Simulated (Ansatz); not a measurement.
# From the elastic tensor of InAs to moduli and sound speeds

Method: Ansatz 0.2.0, DFT PBE, scalar-relativistic, plane waves, PAW. Settings: 420 eV plane-wave cutoff, Γ-centred 12×12×12 mesh, Fermi-Dirac smearing of 0.15 eV. No spin polarisation.

The structure is cubic, space group F-43m (No. 216). Conventional cell: a = 6.188 Å, b = 6.188 Å, c = 6.188 Å, α = 90.00°, β = 90.00°, γ = 90.00°. Around In (site symmetry -43m) lie 4 As at 2.68 Å. As (site symmetry -43m) is surrounded by 4 In at 2.68 Å.

In a metal, frequencies and elastic constants depend on the k mesh and the smearing, soft modes and shear constants most.

Relaxed-ion constants (GPa, on the Cartesian axes of the calculation):
C11 = 70.3, C12 = 37.1, C13 = 37.1, C22 = 70.3, C23 = 37.1, C33 = 70.3, C44 = 33.0, C55 = 33.0, C66 = 33.0 GPa; the others vanish.

Density 5.320 g/cm³; 2 atoms in 59.23 Å³.

The values that follow are for a polycrystal of randomly turned grains, by Hill's mean where one number stands.

With S = C⁻¹: B_V = (C11+C22+C33+2(C12+C13+C23))/9, G_V = (C11+C22+C33−C12−C13−C23+3(C44+C55+C66))/15, 1/B_R = S11+S22+S33+2(S12+S13+S23), 15/G_R = 4(S11+S22+S33−S12−S13−S23)+3(S44+S55+S66); Hill is their mean. Then v_l = √((B+4G/3)/ρ), v_t = √(G/ρ), v_m = [(2/v_t³+1/v_l³)/3]^(−1/3) and Θ = (ħ/k_B)·v_m·(6π²n/V)^(1/3) for n atoms in the volume V; E = 9BG/(3B+G), ν = (3B−2G)/(2(3B+G)) and A^U = 5G_V/G_R + B_V/B_R − 6.

* Bulk modulus, Voigt / Reuss / Hill: 48.2 / 48.2 / 48.2 GPa
* Shear modulus, Voigt / Reuss / Hill: 26.5 / 23.7 / 25.1 GPa
* Young's modulus: 64 GPa
* Poisson ratio: 0.278
* Pugh ratio B/G: 1.92 (over 1.75, the rule of thumb for ductile)
* Universal anisotropy index: 0.59
* Longitudinal and transverse sound speeds: 3916 and 2171 m/s
* Debye temperature from the mean sound speed: 233 K

The bands only touch here, so at this level the crystal is a zero-gap semiconductor or semimetal, not an ordinary metal; spin–orbit coupling, left out, can open or move such a gap.

Cost: 1 run of about 2.9 core-minutes, on Intel Xeon 6975P-C (Granite Rapids) (shared hosts).

InAs comes out elastically stable against small homogeneous strains, but clearly anisotropic: C44 at 33.0 GPa is well above half the difference between C11 and C12. In the tetrahedral network, the tetragonal shear is resisted mainly by bond-angle bending, which is soft, whereas the shear governed by C44 also stretches bonds, even after the sublattices relax. The long, partly ionic bonds keep all the moduli modest, and together with the heavy atoms this explains the slow sound and low Debye temperature.

The moduli lie below the established experimental values, as expected from PBE's tendency to overestimate bond lengths and underbind. The touching bands also disagree with experiment, since InAs is a narrow direct-gap semiconductor; the semilocal functional places the s-like conduction minimum too low relative to the p-like valence top, and the expanded lattice probably adds to this. Nor does the Pugh ratio establish ductility: InAs is brittle at room temperature because its directional bonds hinder dislocation glide, which elastic constants do not capture.
